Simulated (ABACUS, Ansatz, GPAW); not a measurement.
# The equilibrium volume of BP, sorted by core time

```
CELL_PARAMETERS angstrom
0.00000 2.26900 2.26900
2.26900 0.00000 2.26900
2.26900 2.26900 0.00000
ATOMIC_POSITIONS crystal
P 0.75000 0.75000 0.75000
B 0.00000 0.00000 0.00000
```

| rung | level | program and potentials | cutoff (eV) | k mesh | smearing | task | core time | chip | equilibrium volume (Å³/atom) | miss | notes |
| --- | --- | --- | --- | --- | --- | --- | --- | --- | --- | --- | --- |
| GGA + dispersion | PBEsol+D3(BJ)+ATM | Ansatz, Ansatz PAW | 420 | 10 × 10 × 10 | fermi-dirac 0.05 | relaxation of cell and atoms | 7.3 s | Intel Xeon | 11.35 | -3.0 % | potentials made for PBE, which Ansatz adapts in part |
| GGA | PBEsol | Ansatz, all-electron LAPW, scalar-relativistic | - | 10 × 10 × 10 | fermi-dirac 0.05 | relaxation of cell and atoms | 13 s | Arm Neoverse V1 | (a) | ? | - |
| meta-GGA | m-r2SCAN | Ansatz, Ansatz PAW | 500 | 10 × 10 × 10 | fermi-dirac 0.05 | equation of state | 16 s | Arm Neoverse V2 | 11.67 | -0.3 % | potentials made for PBE, which Ansatz adapts in part |
| GGA | PBE | ABACUS, PseudoDojo NC SR 0.4.1 PBE standard, plane waves | 1034 | 10 × 10 × 10 | fermi-dirac 0.05 | equation of state | 64 s | Intel Xeon 6975P-C Granite Rapids | 11.75 | +0.4 % | - |
| non-local van der Waals functional | BEEF-vdW | GPAW, GPAW PAW data sets (gpaw-data 1.2.1) | 800 | 10 × 10 × 10 | fermi-dirac 0.05 | equation of state | 1.8 min | Arm Neoverse V1 | 11.81 | +0.9 % | potentials made for PBE |

Times are single runs on shared hosts and different chips, so they are rough; meshes, cutoffs and the tasks' sizes weigh on the time. All rows: no spin polarisation. m-r2SCAN is the variant of Desmarais and co-workers (2025). Smearing widths are in eV. Meshes are those of the run's cell of 2 atoms unless a note names another. Relaxations start from the cell shown or near it and stop with a little pressure left. Misses use the values as printed. Runs on faulty files, with rough fits or with known faults for this quantity aren't shown. No row holds spin-orbit coupling.

Measured: 11.7 Å³/atom at 299.8 K (arxiv:1906.04101). The runs are for a static lattice.

Estimate the value left out from the other rows.

(a) 11.54 Å³/atom, miss -1.4 %.
